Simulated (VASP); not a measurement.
A run of VASP 6.6.1:

The input INCAR:

```
  PREC = Accurate
  ENCUT = 520
  EDIFF = 1E-7
  ISMEAR = -1
  SIGMA = 0.1
  LREAL = F
  LASPH = T
  NELM = 60
  ALGO = Normal
  ISIF = 2
  LWAVE = F
  LCHARG = T
  GGA = PE
  LELF = T
  LVHAR = T
  NBANDS = 22
```

The input KPOINTS:

```
regular mesh
0
Gamma
  4 3 3
```

POSCAR

```
H3C2
1.0
    4.1368420000      0.1127960000      0.0118200000
    0.8262500000      4.7985370000     -0.2246160000
   -0.7172870000     -0.1594970000      5.0606330000
C H
4 6
Direct
    0.0293563286      0.9491171981      0.9168653243
    0.4945509945      0.6071700403      0.4397717663
    0.5412796487      0.0928578719      0.2487389301
    0.1613323635      0.4045335108      0.7156414525
    0.7861551605      0.8589887606      0.2683781388
    0.4714453902      0.9760936378      0.7646262363
    0.7642405758      0.2932832705      0.1963479255
    0.2119084182      0.7310313837      0.4009264430
    0.9430903683      0.4802051439      0.8320969789
    0.4254082714      0.3687499509      0.7372717629
```

Potentials or basis: VASP PAW PBE potentials, release 64 (C, H).

Command:

```console
$ cat potpaw_PBE.64/C/POTCAR potpaw_PBE.64/H/POTCAR > POTCAR
$ mpirun -np 1 vasp_std > vasp.out
```

Hardware: 1 thread of Intel(R) Xeon(R) Platinum 8259CL CPU @ 2.50GHz (Skylake/Cascade Lake), on a shared host.

**Question.** How long does it take, and how much memory?

**Answer.** Run time: 43 s on 1 thread of Intel(R) Xeon(R) Platinum 8259CL CPU @ 2.50GHz (Skylake/Cascade Lake) (shared host), peak memory 0.2 GiB. Counts: scf iterations 18, k points 19.
